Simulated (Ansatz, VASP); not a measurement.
## HfO2: VASP beside Ansatz

INCAR

```
SYSTEM = HfO2
  PREC = Accurate
  ENCUT = 520
  EDIFF = 1E-6
  ISMEAR = 0
  SIGMA = 0.05
  LREAL = .FALSE.
  LASPH = .TRUE.
  NELM = 60
  ALGO = Normal
  ISIF = 2
  LWAVE = .FALSE.
  LCHARG = .TRUE.
  GGA = PE
  LELF = .TRUE.
  LVHAR = .TRUE.
  NBANDS = 31
```

File KPOINTS:

```
Automatic mesh
0
G
  6 6 4
  0 0 0
```

File POSCAR:

```
HfO2
1.0
    3.6043047840      0.0000000000      0.0000000000
    0.0000000000      3.6043047840      0.0000000000
    0.0000000000      0.0000000000      5.2639672632
Hf O
2 4
Direct
    0.5327038659      0.4672961341      0.5000000000
    0.0000000000      0.0000000000      0.0000000000
    0.0000000000      0.5000000000      0.6932520948
    0.5000000000      0.0000000000      0.8067479052
    0.5000000000      0.0000000000      0.3067479052
    0.0000000000      0.5000000000      0.1932520948
```

Input for Ansatz:

```yaml
crystal:
  lattice:
    - [3.604304784, 0.0, 0.0]
    - [0.0, 3.604304784, 0.0]
    - [0.0, 0.0, 5.2639672632]
  atoms:
    - { symbol: Hf, position: [0.5327038659, 0.4672961341, 0.5] }
    - { symbol: Hf, position: [0.0, 0.0, 0.0] }
    - { symbol: O, position: [0.0, 0.5, 0.6932520948] }
    - { symbol: O, position: [0.5, 0.0, 0.8067479052] }
    - { symbol: O, position: [0.5, 0.0, 0.3067479052] }
    - { symbol: O, position: [0.0, 0.5, 0.1932520948] }
basis:
  ecutwfc: 420
kpoints:
  mp_grid: { grid: [6, 6, 4] }
hamiltonian:
  xc: pbe
scf:
  occupations: { method: gaussian, width: 0.05 }
output:
  forces: true
  stress: true
  eigenvalues: true
```

Alike in both runs: task single point; functional PBE; k mesh 6 × 6 × 4; occupations gaussian, width 0.05 eV; no spin polarisation.

|  | VASP | Ansatz |
| --- | --- | --- |
| version | VASP 6.6.1 | Ansatz 0.2.0 |
| potentials or method | VASP PAW PBE potentials, release 64 (Hf_pv, O) | scalar-relativistic, plane waves, PAW |
| plane-wave cutoff (eV) | 520 | 420 |
| valence electrons in the cell | 44 | 76 |

VASP gave:

| Quantity | Value |
| --- | --- |
| gap on the k mesh at the Fermi level (eV) | 4.71 |
| least direct gap on the mesh (eV) | 4.78 |
| pressure (GPa) | -1.3 |
| largest component of the traceless stress (GPa) | 3.67 |
| rms of the force components (eV/Å) | 0.574 |

Problem. What did Ansatz give for the same quantities?

Solution. gap on the k mesh at the Fermi level (eV): 4.73; least direct gap on the mesh (eV): 4.79; pressure (GPa): 1.8; largest component of the traceless stress (GPa): 3.69; rms of the force components (eV/Å): 0.584.

Atom by atom the forces differ by 0.026 eV/Å (rms over components). The two sets of potentials don't hold the same shells in valence.

Caveats: spin-orbit coupling is left out, which moves the levels of the heavy elements; forces of over 1 eV/Å show positions far from the minimum, so gaps and moduli don't describe the material at rest. A k mesh can miss the band edges.
